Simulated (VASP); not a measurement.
Here is a VASP 6.6.1 calculation.

File INCAR:

```
ALGO = Normal
EDIFF = 1E-7
EDIFFG = -0.002
ENCUT = 520
GGA = PE
IBRION = 2
ISIF = 3
ISMEAR = 0
LASPH = True
LCHARG = False
LREAL = False
LWAVE = False
NELM = 80
NSW = 80
PREC = Accurate
SIGMA = 0.3
```

File KPOINTS:

```
k-points
0
Gamma
  18 18 18
```

The input POSCAR:

```
W
1.0
   -1.5823450000      1.5823450000      1.5823450000
    1.5823450000     -1.5823450000      1.5823450000
    1.5823450000      1.5823450000     -1.5823450000
W
1
Direct
    0.0000000000      0.0000000000      0.0000000000
```

Potentials or basis: VASP PAW PBE potentials, release 64 (W_sv).

Launch:

```console
$ cat potpaw_PBE.64/W_sv/POTCAR > POTCAR
$ mpirun -np 1 vasp_std > vasp.out
```

(1) Estimate the space group after relaxing (to 0.05 Å).

(2) Predict the relaxed volume.

(3) Estimate the relaxed cell.

(4) What does it give for the band gap on the k mesh?

## Answers

(1) Im-3m (No. 229).

(2) 16.17 Å³/atom.

(3) a = 2.759 Å, b = 2.759 Å, c = 2.759 Å, α = 109.47°, β = 109.47°, γ = 109.47°.

(4) none (metal or under the smearing width).
